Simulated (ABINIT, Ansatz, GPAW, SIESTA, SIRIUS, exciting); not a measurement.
## One calculation of Mo, 6 ways

```
CELL_PARAMETERS angstrom
-1.59439 1.59130 1.58454
1.61239 -1.54306 1.55430
1.60659 1.55526 -1.53630
ATOMIC_POSITIONS crystal
Mo 0.99511 0.97150 0.97202
```

The given cell was strained at random by a few per cent at fixed volume.

Alike in all runs: task single point; functional PBEsol; k mesh 12 × 12 × 12; occupations fermi-dirac, width 0.05 eV; no spin polarisation; no spin-orbit coupling. Pressure is positive in compression and, in plane waves, holds the error of the finite cutoff.

```csv
program and potentials,plane-wave cutoff (eV),notes,band gap (eV),pressure (GPa),energy over the undisturbed cell (meV/atom)
"SIESTA, files PseudoDojo sr-pbesol-0.4.1-standard, DZP (energy shift 0.003 Ry; two zetas on semicore shells)",-,atomic basis,no gap,-6.35,13.08
"SIRIUS, PseudoDojo 0.4.1 PBEsol standard (scalar relativistic)",1102,-,no gap,-9.11,12.23
"exciting, all-electron LAPW+lo, shipped species files, valence relativity iora*",-,-,no gap,-,12.25
"Ansatz, all-electron LAPW, scalar-relativistic",-,-,no gap,-9.36,-
"GPAW, PAW data sets generated for this functional",600,-,no gap,-9.72,12.18
"ABINIT, PseudoDojo NC SR PBEsol v0.4.1 standard",1088,-,no gap,-9.12,12.23
```

None finds a gap. The pressure spans -9.72 (GPAW, PAW data sets generated for this functional) to -6.35 GPa (SIESTA, files PseudoDojo sr-pbesol-0.4.1-standard, DZP (energy shift 0.003 Ry; two zetas on semicore shells)), with all-electron results at -9.36. Rows in atomic bases carry the error of their basis and grid, which can be large.

Differences between rows come from potentials, basis sets and numerical settings, since the functional is the same but for its coding. Runs on potential files found faulty are left out.

The negative pressures in every row that reports one show that this cell is stretched beyond the volume the functional prefers, so Mo would contract if released. That tension reaches several GPa reflects the stiffness of a metal near the middle of the transition series, where the bonding d states are largely filled and the antibonding ones largely empty. The same partly filled d bands, overlapping with s states, keep the strained crystal metallic.

With one atom per cell, a shift of its coordinate merely translates the lattice. The energy cost, 12.18 to 12.23 meV/atom in the plane-wave and PAW runs, is therefore purely elastic and comes from the change of cell shape, which alters the directional d bonding. SIESTA departs much more in pressure than in this energy, probably because basis errors partly cancel between two cells of equal volume but not in the volume derivative. The positive energy shows resistance to this particular distortion; a single mixed strain can't separate the individual shear constants or establish mechanical stability in general.
